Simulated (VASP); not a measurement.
Input of a VASP 6.6.1 run:

File INCAR:

```
SYSTEM = Ca8O7
PREC = Accurate ; ENCUT = 520
EDIFF = 1E-6 ; ISMEAR = -1
SIGMA = 0.1 ; LREAL = Auto
LASPH = .TRUE. ; NELM = 100
ALGO = Fast ; ISIF = 2
LWAVE = .FALSE. ; LCHARG = .FALSE.
GGA = PS ; NBANDS = 74
```

Contents of KPOINTS:

```
regular mesh
0
G
  3 3 3
  0 0 0
```

File POSCAR:

```
Ca8O7
1.0
    0.0000000000      5.0276505800      5.0276505800
    5.0276505800      0.0000000000      5.0276505800
    5.0276505800      5.0276505800      0.0000000000
Ca O
8 7
Direct
   -0.0004368840     -0.0013868307      0.0008338885
   -0.0225585486     -0.0042651134      0.5226511784
    0.0131953283      0.4923722245      0.0143688387
   -0.0164257636      0.5000257993      0.5159529205
    0.5212834421     -0.0043203082     -0.0210979260
    0.4855493557      0.0198562924      0.4870671621
    0.5151404138      0.4995088581     -0.0145312406
    0.4990221496      0.4988835163      0.5007368670
    0.2528326064      0.2460690098      0.7589415651
    0.2495352412      0.3280253816      0.2508350531
    0.2460747779      0.7575160484      0.7424913368
    0.7575498614      0.2462438430      0.2536598317
    0.7494320538      0.2472642997      0.7507730380
    0.7414790349      0.7573017336      0.2477257479
    0.7494368274      0.7568365063      0.7507326613
```

Potentials or basis: VASP PAW PBE potentials, release 64 (Ca_sv, O).

The run is started by

```bash
$ cat potpaw_PBE.64/Ca_sv/POTCAR potpaw_PBE.64/O/POTCAR > POTCAR
$ mpirun -np 1 vasp_std > vasp.out
```

Task: Predict the pressure.

Result: -8.3 GPa.

Task: What does it give for the largest force?

Result: 1.146 eV/Å.

Forces on the atoms (eV/Å):
```
Ca   0.096 -0.136  0.098
Ca  -0.041  0.001  0.120
Ca   0.019 -0.097  0.020
Ca  -0.046  0.004  0.192
Ca   0.120 -0.001 -0.039
Ca   0.021  0.099  0.019
Ca   0.191 -0.003 -0.046
Ca   0.097  0.139  0.096
O    0.037 -0.051  0.081
O   -0.810 -0.004 -0.810
O    0.083  0.051  0.039
O    0.083 -0.048  0.037
O    0.089 -0.002  0.091
O    0.038  0.048  0.081
O    0.024  0.000  0.021
```

Caveat: the PAW data sets were made with another functional, which shifts forces and pressure a little.
